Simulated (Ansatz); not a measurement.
# Ni: the cost of one run

Program: Ansatz 0.2.0. Level of theory: DFT PBE, with the methods named in each step. These are calculated values, not measurements.

**1. Starting point**

Symmetry: I4/mmm, No. 139, tetragonal system. The conventional cell has a = 2.714 Å, b = 2.714 Å, c = 2.878 Å, α = 90.00°, β = 90.00°, γ = 90.00°. Around Ni (site symmetry 4/mmm) lie 12 Ni at 2.40 to 2.71 Å.

Coordinates:

```cif
data_structure
_symmetry_space_group_name_H-M 'P 1'
_symmetry_Int_Tables_number 1
_cell_length_a 2.3985
_cell_length_b 2.3985
_cell_length_c 2.3985
_cell_angle_alpha 111.098
_cell_angle_beta 111.098
_cell_angle_gamma 106.264
_cell_volume 10.60
loop_
_atom_site_label
_atom_site_type_symbol
_atom_site_fract_x
_atom_site_fract_y
_atom_site_fract_z
_atom_site_occupancy
Ni1 Ni 0.00000 0.00000 0.00000 1
```

Elk's input and logs are in atomic units (hartree, bohr).

**2. Collinear moments without spin-orbit coupling, PAW**

File input.yaml:

```yaml
crystal:
  lattice:
    - [-1.3568446506, 1.3568446506, 1.4390640888]
    - [1.3568446506, -1.3568446506, 1.4390640888]
    - [1.3568446506, 1.3568446506, -1.4390640888]
  atoms:
    - { symbol: Ni, position: [0.0, 0.0, 0.0], spin: 1.5 }
magnetization:
  spin_polarized: true
kpoints:
  mp_grid: { grid: [15, 15, 15] }
scf:
  occupations: { method: fermi_dirac, width: 0.05 }
  lower_state_search: "off"
hamiltonian:
  xc: pbe
  pseudopotentials: { kind: paw }
output:
  forces: true
  stress: true
  eigenvalues: true
  write_density: true
  write_potential: true
  elf: true
  volumetric_format: npy
```

The run is started by

```
> ansatz run input.yaml --threads 2 --pin off --max-ram 4096MiB --backend cpu --events-out ev --progress --plain --runs-dir out
```

**Question.** How long does this run take on 2 threads of Arm Neoverse V1, shared host, and how much memory does it need?

About 6.4 s, with a peak of 0.34 GiB.
